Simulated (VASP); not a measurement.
# Cd (P6_3/mmc) in VASP: settings compared

The runs below take Cd through electric field gradients, with PBEsol, LDA.

All numbers are computed with VASP 6.6.1; they aren't measurements. Logs are shortened: lines on timing, memory, paths and dates and some standing lists are left out, and cuts for length are marked.

## 1. The structure

Symmetry: P6_3/mmc, No. 194, hexagonal system. The conventional cell has a = 2.979 Å, b = 2.979 Å, c = 5.618 Å, α = 90.00°, β = 90.00°, γ = 120.00°. Cd (site symmetry -6m2) is surrounded by 12 Cd at 2.98 to 3.29 Å.

## 2. Electric field gradients, PBEsol

File INCAR:

```
  PREC = Accurate
  ENCUT = 520
  EDIFF = 1E-7
  ISMEAR = -1
  SIGMA = 0.05
  LREAL = F
  LASPH = T
  NELM = 60
  ALGO = Fast
  ISIF = 2
  LWAVE = F
  LCHARG = F
  GGA = PS
  LEFG = T
```

File KPOINTS:

```
Automatic mesh
0
Gamma
  13 13 6
```

File POSCAR:

```
Cd
1.0
    2.9788700000      0.0000000000      0.0000000000
   -1.4894350000      2.5797770946      0.0000000000
    0.0000000000      0.0000000000      5.6176500000
Cd
2
Direct
    0.3333333333      0.6666666667      0.2500000000
    0.6666666667      0.3333333333      0.7500000000
```

Potentials or basis: VASP PAW PBE potentials, release 64 (Cd).

The run is started by

```sh
> cat potpaw_PBE.64/Cd/POTCAR > POTCAR
> mpirun -np 1 vasp_std > vasp.out
```

OUTCAR:

```text
PREC = Accurate
   ENCUT = 520
   EDIFF = 1E-7
   ISMEAR = -1
   LREAL = F
   LASPH = T
   NELM = 60
   ISIF = 2
   GGA = PS

 ion  position               nearest neighbor table
   1  0.333  0.667  0.250-   2 3.29   2 3.29   2 3.29   2 3.29   2 3.29   2 3.29
   2  0.667  0.333  0.750-   1 3.29   1 3.29   1 3.29   1 3.29   1 3.29   1 3.29

  LATTYP: Found a hexagonal cell.
 ALAT       =     2.9788700000
 C/A-ratio  =     1.8858325472

  Lattice vectors:

 A1 = (   2.9788700000,   0.0000000000,   0.0000000000)
 A2 = (  -1.4894350000,   2.5797770946,   0.0000000000)
 A3 = (   0.0000000000,   0.0000000000,   5.6176500000)

Analysis of symmetry for initial positions (statically):
=====================================================================
 Subroutine PRICEL returns:
 Original cell was already a primitive cell.

 Routine SETGRP: Setting up the symmetry group for a
 hexagonal supercell.

 Subroutine GETGRP returns: Found 24 space group operations
 (whereof 12 operations were pure point group operations)
 out of a pool of 24 trial point group operations.

The static configuration has the point symmetry D_3d.
 The point group associated with its full space group is D_6h.

Analysis of symmetry for dynamics (positions and initial velocities):
=====================================================================
 Subroutine PRICEL returns:
 Original cell was already a primitive cell.

 Routine SETGRP: Setting up the symmetry group for a
 hexagonal supercell.

 Subroutine GETGRP returns: Found 24 space group operations
 (whereof 12 operations were pure point group operations)
 out of a pool of 24 trial point group operations.

The dynamic configuration has the point symmetry D_3d.
 The point group associated with its full space group is D_6h.

 Subroutine INISYM returns: Found 24 space group operations
 (whereof 12 operations are pure point group operations),
 and found     1 'primitive' translations

----------------------------------------------------------------------------------------

                                     Primitive cell

  volume of cell :      43.1706

[... 126 lines left out ...]

 number of electron      23.9999993 magnetization

 Free energy of the ion-electron system (eV)
  ---------------------------------------------------
  ext. energy  EPLUGINS =         0.00000000
  ---------------------------------------------------
  free energy    TOTEN  =        -2.40790475 eV

  energy without entropy =       -2.40399607  energy(sigma->0) =       -2.40595041

 E-fermi :   2.7855     XC(G=0): -11.2108

 val. band max:        2.6976132802   @ k =   0.3846   0.2308   0.5000
 cond. band min:       2.7894959256   @ k =   0.3077   0.0000   0.0000
 fundamental gap:      0.0918826455
 Fermi energy:         2.7855028935

 k-point     1 :       0.0000    0.0000    0.0000
  band No.  band energies     occupation
      1      -7.0518      2.00000
      2      -6.7833      2.00000
      3      -6.4044      2.00000
      4      -6.4044      2.00000
      5      -6.3526      2.00000
      6      -6.3526      2.00000
[... 433 lines left out ...]
      3      -6.4867      2.00000
      4      -6.3927      2.00000
      5      -6.1987      2.00000
      6      -6.1579      2.00000
[... 8 lines left out ...]
     15      12.5157      0.00000
     16      15.1345      0.00000

 [... further k-points ...]

------------------------ aborting loop because EDIFF is reached ----------------------------------------

  FORCE on cell =-STRESS in cart. coord.  units (eV):
  Direction    XX          YY          ZZ          XY          YZ          ZX
  --------------------------------------------------------------------------------------
  -------------------------------------------------------------------------------------
  Total       -0.3122833     -0.3122833     -0.4157229      0.0000000      0.0000000      0.0000000
  in kB      -11.5896659    -11.5896659    -15.4285862      0.0000000      0.0000000      0.0000000
  external PRESSURE =     -12.8693060 kB  Pullay stress =       0.0000000 kB

 VOLUME and BASIS-vectors are now :
 -----------------------------------------------------------------------------
  energy-cutoff  :      520.00
  volume of cell :       43.17
      direct lattice vectors                 reciprocal lattice vectors
     2.978870000  0.000000000  0.000000000     0.335697765  0.193815195  0.000000000
    -1.489435000  2.579777095  0.000000000     0.000000000  0.387630389  0.000000000
     0.000000000  0.000000000  5.617650000     0.000000000  0.000000000  0.178010378

 POSITION                                       TOTAL-FORCE (eV/Angst)
 -----------------------------------------------------------------------------------
     -0.00000      1.71985      1.40441        -0.000000     -0.000000      0.000000
      1.48944      0.85993      4.21324         0.000000      0.000000     -0.000000
 -----------------------------------------------------------------------------------
    total drift:                               -0.000000      0.000000      0.000000

  FREE ENERGIE OF THE ION-ELECTRON SYSTEM (eV)
  ---------------------------------------------------
  free  energy   TOTEN  =        -2.4079047477 eV

  energy  without entropy=       -2.4039960707  energy(sigma->0) =       -2.40595041

 Electric field gradients (V/A^2)
---------------------------------------------------------------------
 ion       V_xx      V_yy      V_zz      V_xy      V_xz      V_yz
---------------------------------------------------------------------
   1     -39.598   -39.597    79.195     0.001     0.000    -0.000
   2     -39.598   -39.597    79.195     0.001    -0.000     0.000
---------------------------------------------------------------------

 Electric field gradients after diagonalization (V/A^2)
 (convention: |V_zz| > |V_xx| > |V_yy|)
----------------------------------------------------------------------
 ion       V_xx      V_yy      V_zz     asymmetry (V_yy - V_xx)/ V_zz
----------------------------------------------------------------------
   1     -39.599   -39.596    79.195       0.000
   2     -39.599   -39.596    79.195       0.000
----------------------------------------------------------------------

           NMR quadrupolar parameters

 Cq : quadrupolar parameter    Cq=e*Q*V_zz/h
 eta: asymmetry parameters     (V_yy - V_xx)/ V_zz
 Q  : nuclear electric quadrupole moment in mb (millibarn)
----------------------------------------------------------------------
 ion       Cq(MHz)       eta       Q (mb)
----------------------------------------------------------------------
   1       0.191       0.000       1.000
   2       0.191       0.000       1.000
----------------------------------------------------------------------
```

Wall time 33 s (1 thread of Intel Xeon Platinum 8375C at 2.90GHz (Ice Lake), shared host); peak memory 0.18 GiB.

What came out:

* Free energy: -2.4079 eV
* Pressure: -1.3 GPa
* Band gap on the k mesh: none (metal or under the smearing width)

Electric field gradients, principal values (V/Å²):
| atom | Vxx | Vyy | Vzz |
| --- | --- | --- | --- |
| 1 Cd | -39.596 | -39.599 | 79.195 |
| 2 Cd | -39.596 | -39.599 | 79.195 |

Caveat: the PAW data sets were made with another functional, which shifts forces and pressure a little.

## 3. Electric field gradients, LDA

INCAR, as its differences from that of step 2:

```diff
@@ -1,3 +1,3 @@
   PREC = Accurate
-  ENCUT = 520
+  ENCUT = 300
   EDIFF = 1E-7
@@ -12,3 +12,2 @@
   LCHARG = F
-  GGA = PS
   LEFG = T
```

File KPOINTS:

```
Automatic mesh
0
Gamma
  5 5 2
```

POSCAR is that of step 2.

Potentials or basis: VASP PAW LDA potentials, release 64 (Cd).

The run is started by

```sh
> cat potpaw_LDA.64/Cd/POTCAR > POTCAR
> mpirun -np 1 vasp_std > vasp.out
```

OUTCAR:

```text
PREC = Accurate
   ENCUT = 300
   EDIFF = 1E-7
   ISMEAR = -1
   LREAL = F
   LASPH = T
   NELM = 60
   ISIF = 2

 ion  position               nearest neighbor table
   1  0.333  0.667  0.250-   2 3.29   2 3.29   2 3.29   2 3.29   2 3.29   2 3.29
   2  0.667  0.333  0.750-   1 3.29   1 3.29   1 3.29   1 3.29   1 3.29   1 3.29

  LATTYP: Found a hexagonal cell.
 ALAT       =     2.9788700000
 C/A-ratio  =     1.8858325472

  Lattice vectors:

 A1 = (   2.9788700000,   0.0000000000,   0.0000000000)
 A2 = (  -1.4894350000,   2.5797770946,   0.0000000000)
 A3 = (   0.0000000000,   0.0000000000,   5.6176500000)

Analysis of symmetry for initial positions (statically):
=====================================================================
 Subroutine PRICEL returns:
 Original cell was already a primitive cell.

 Routine SETGRP: Setting up the symmetry group for a
 hexagonal supercell.
[... 365 lines left out ...]
  energy-cutoff  :      300.00
  volume of cell :       43.17
      direct lattice vectors                 reciprocal lattice vectors
     2.978870000  0.000000000  0.000000000     0.335697765  0.193815195  0.000000000
    -1.489435000  2.579777095  0.000000000     0.000000000  0.387630389  0.000000000
     0.000000000  0.000000000  5.617650000     0.000000000  0.000000000  0.178010378

 POSITION                                       TOTAL-FORCE (eV/Angst)
 -----------------------------------------------------------------------------------
     -0.00000      1.71985      1.40441         0.000000     -0.000000      0.000000
      1.48944      0.85993      4.21324        -0.000000      0.000000     -0.000000
 -----------------------------------------------------------------------------------
    total drift:                               -0.000000      0.000000      0.000000

  FREE ENERGIE OF THE ION-ELECTRON SYSTEM (eV)
  ---------------------------------------------------
  free  energy   TOTEN  =        -2.8256696683 eV

  energy  without entropy=       -2.8175437089  energy(sigma->0) =       -2.82160669

 Electric field gradients (V/A^2)
---------------------------------------------------------------------
 ion       V_xx      V_yy      V_zz      V_xy      V_xz      V_yz
---------------------------------------------------------------------
   1     -41.453   -41.454    82.907    -0.000     0.000    -0.000
   2     -41.453   -41.454    82.907    -0.000    -0.000     0.000
---------------------------------------------------------------------

 Electric field gradients after diagonalization (V/A^2)
 (convention: |V_zz| > |V_xx| > |V_yy|)
----------------------------------------------------------------------
 ion       V_xx      V_yy      V_zz     asymmetry (V_yy - V_xx)/ V_zz
----------------------------------------------------------------------
   1     -41.454   -41.453    82.907       0.000
   2     -41.454   -41.453    82.907       0.000
----------------------------------------------------------------------

           NMR quadrupolar parameters

 Cq : quadrupolar parameter    Cq=e*Q*V_zz/h
 eta: asymmetry parameters     (V_yy - V_xx)/ V_zz
 Q  : nuclear electric quadrupole moment in mb (millibarn)
----------------------------------------------------------------------
 ion       Cq(MHz)       eta       Q (mb)
----------------------------------------------------------------------
   1       0.200       0.000       1.000
   2       0.200       0.000       1.000
----------------------------------------------------------------------
```

OSZICAR:

```text
N       E                     dE             d eps       ncg     rms          rms(c)
DAV:   1     0.115338792975E+03    0.11534E+03   -0.10072E+04   336   0.993E+02
DAV:   2    -0.109951557933E+01   -0.11644E+03   -0.11514E+03   344   0.306E+02
DAV:   3    -0.297682891689E+01   -0.18773E+01   -0.18753E+01   368   0.458E+01
DAV:   4    -0.297865553196E+01   -0.18266E-02   -0.18266E-02   416   0.120E+00
DAV:   5    -0.297866062247E+01   -0.50905E-05   -0.50907E-05   336   0.588E-02    0.496E+00
RMM:   6    -0.284670152362E+01    0.13196E+00   -0.30587E-01   320   0.550E+00    0.394E+00
RMM:   7    -0.282812396818E+01    0.18578E-01   -0.39283E-02   328   0.132E+00    0.166E+00
RMM:   8    -0.282565454647E+01    0.24694E-02   -0.48182E-03   331   0.101E+00    0.848E-02
RMM:   9    -0.282566706366E+01   -0.12517E-04   -0.22786E-04   344   0.139E-01    0.269E-02
RMM:  10    -0.282566970005E+01   -0.26364E-05   -0.45288E-05   345   0.928E-02    0.154E-02
RMM:  11    -0.282566964762E+01    0.52426E-07   -0.34613E-06   347   0.180E-02    0.426E-03
RMM:  12    -0.282566966835E+01   -0.20722E-07   -0.27300E-07   236   0.560E-03
   1 F= -.28256697E+01 E0= -.28216067E+01  d E =-.812596E-02
```

stdout:

```text
POSCAR found type information on POSCAR Cd
 POSCAR found :  1 types and       2 ions
 scaLAPACK will be used
 LDA part: xc-table for (Slater(with rela. corr.)+CA(PZ))
 , standard interpolation
 POSCAR, INCAR and KPOINTS ok, starting setup
 FFT: planning ... GRIDC
 FFT: planning ... GRID_SOFT
 FFT: planning ... GRID
 WAVECAR not read
 entering main loop
ion   1

ion   2
```

Wall time 3 s (1 thread of Intel Xeon Platinum 8375C at 2.90GHz (Ice Lake), shared host); peak memory 0.11 GiB.

Results:

```
Free energy            : -2.8257 eV
Band gap on the k mesh : none (metal or under the smearing width)
```

Electric field gradients, principal values (V/Å²):
```tsv
atom	Vxx	Vyy	Vzz
1 Cd	-41.453	-41.454	82.907
2 Cd	-41.453	-41.454	82.907
```

Caveat: the k mesh is coarse (spacing up to 0.56 Å⁻¹), so the values aren't converged; the cutoff is under 1.25 times the usual one of these potentials, so pressure, stress and relaxed cells hold a basis-set (Pulay) error.

## 4. Electric field gradients, PBEsol

INCAR, as its differences from that of step 3:

```diff
@@ -1,3 +1,3 @@
   PREC = Accurate
-  ENCUT = 300
+  ENCUT = 520
   EDIFF = 1E-7
@@ -12,2 +12,3 @@
   LCHARG = F
+  GGA = PS
   LEFG = T
```

KPOINTS is that of step 3.

POSCAR is that of step 3.

Potentials or basis: VASP PAW PBE potentials, release 64 (Cd).

The run is started by

```sh
> cat potpaw_PBE.64/Cd/POTCAR > POTCAR
> mpirun -np 1 vasp_std > vasp.out
```

OUTCAR:

```text
PREC = Accurate
   ENCUT = 520
   EDIFF = 1E-7
   ISMEAR = -1
   LREAL = F
   LASPH = T
   NELM = 60
   ISIF = 2
   GGA = PS

 ion  position               nearest neighbor table
   1  0.333  0.667  0.250-   2 3.29   2 3.29   2 3.29   2 3.29   2 3.29   2 3.29
   2  0.667  0.333  0.750-   1 3.29   1 3.29   1 3.29   1 3.29   1 3.29   1 3.29

  LATTYP: Found a hexagonal cell.
 ALAT       =     2.9788700000
 C/A-ratio  =     1.8858325472

  Lattice vectors:

[... 389 lines left out ...]

  FREE ENERGIE OF THE ION-ELECTRON SYSTEM (eV)
  ---------------------------------------------------
  free  energy   TOTEN  =        -2.2143430706 eV

  energy  without entropy=       -2.2066640487  energy(sigma->0) =       -2.21050356

 Electric field gradients (V/A^2)
---------------------------------------------------------------------
 ion       V_xx      V_yy      V_zz      V_xy      V_xz      V_yz
---------------------------------------------------------------------
   1     -41.291   -41.290    82.581     0.001     0.000    -0.000
   2     -41.291   -41.290    82.581     0.001    -0.000     0.000
---------------------------------------------------------------------

 Electric field gradients after diagonalization (V/A^2)
 (convention: |V_zz| > |V_xx| > |V_yy|)
----------------------------------------------------------------------
 ion       V_xx      V_yy      V_zz     asymmetry (V_yy - V_xx)/ V_zz
----------------------------------------------------------------------
   1     -41.292   -41.289    82.581       0.000
   2     -41.292   -41.289    82.581       0.000
----------------------------------------------------------------------

           NMR quadrupolar parameters

 Cq : quadrupolar parameter    Cq=e*Q*V_zz/h
 eta: asymmetry parameters     (V_yy - V_xx)/ V_zz
 Q  : nuclear electric quadrupole moment in mb (millibarn)
----------------------------------------------------------------------
 ion       Cq(MHz)       eta       Q (mb)
----------------------------------------------------------------------
   1       0.200       0.000       1.000
   2       0.200       0.000       1.000
----------------------------------------------------------------------
```

OSZICAR:

```text
N       E                     dE             d eps       ncg     rms          rms(c)
DAV:   1     0.164112672356E+03    0.16411E+03   -0.13404E+04   320   0.151E+03
DAV:   2     0.882157174837E+00   -0.16323E+03   -0.15926E+03   328   0.372E+02
DAV:   3    -0.238661776018E+01   -0.32688E+01   -0.32639E+01   408   0.624E+01
DAV:   4    -0.239021350260E+01   -0.35957E-02   -0.35956E-02   360   0.184E+00
DAV:   5    -0.239022441568E+01   -0.10913E-04   -0.10913E-04   416   0.975E-02    0.447E+00
RMM:   6    -0.222717667598E+01    0.16305E+00   -0.44979E-01   322   0.710E+00    0.357E+00
RMM:   7    -0.221588411004E+01    0.11293E-01   -0.42953E-02   327   0.151E+00    0.193E+00
RMM:   8    -0.221430348599E+01    0.15806E-02   -0.49788E-03   335   0.113E+00    0.120E-01
RMM:   9    -0.221431991686E+01   -0.16431E-04   -0.61056E-04   340   0.259E-01    0.352E-02
RMM:  10    -0.221434619034E+01   -0.26273E-04   -0.11781E-04   335   0.166E-01    0.310E-02
RMM:  11    -0.221434297438E+01    0.32160E-05   -0.19612E-05   342   0.478E-02    0.453E-03
RMM:  12    -0.221434308181E+01   -0.10742E-06   -0.80430E-07   326   0.101E-02    0.189E-03
RMM:  13    -0.221434307059E+01    0.11212E-07   -0.97037E-08   202   0.322E-03
   1 F= -.22143431E+01 E0= -.22105036E+01  d E =-.767902E-02
```

It took 6.9 s on 1 thread of Intel Xeon Platinum 8375C at 2.90GHz (Ice Lake), shared host; peak memory 0.15 GiB.

Results:

```
Free energy            : -2.2143 eV
Pressure               : -0.8 GPa
Band gap on the k mesh : none (metal or under the smearing width)
```

Stress tensor (GPa, compression positive):
```
-0.51  0.00  0.00
 0.00 -0.51  0.00
 0.00  0.00 -1.37
```

Electric field gradients, principal values (V/Å²):
| atom | Vxx | Vyy | Vzz |
| --- | --- | --- | --- |
| 1 Cd | -41.289 | -41.292 | 82.581 |
| 2 Cd | -41.289 | -41.292 | 82.581 |

Caveat: the k mesh is coarse (spacing up to 0.56 Å⁻¹), so the values aren't converged; the PAW data sets were made with another functional, which shifts forces and pressure a little.

## 5. Overview

```tsv
level	potentials or basis	k mesh	cutoff (eV)	mesh quality	gap on the mesh (eV)	pressure (GPa)
PBEsol	VASP PAW PBE potentials, release 64 (Cd)	13 × 13 × 6	520	not flagged	none	-1.3
LDA	VASP PAW LDA potentials, release 64 (Cd)	5 × 5 × 2	300	coarse	none	-
PBEsol	VASP PAW PBE potentials, release 64 (Cd)	5 × 5 × 2	520	coarse	none	-0.8
```

Alike in all rows: task electric field gradients; no spin polarisation; cell as given; smearing fermi-dirac 0.05 eV.

Caveats: some runs use coarse meshes; the PAW data sets were made with another functional, which shifts forces and pressure a little (some runs); the cutoff is under 1.25 times the usual one of these potentials, so pressure, stress and relaxed cells hold a basis-set (Pulay) error (some runs).

Absolute energies hang on the potentials; compare differences alone.
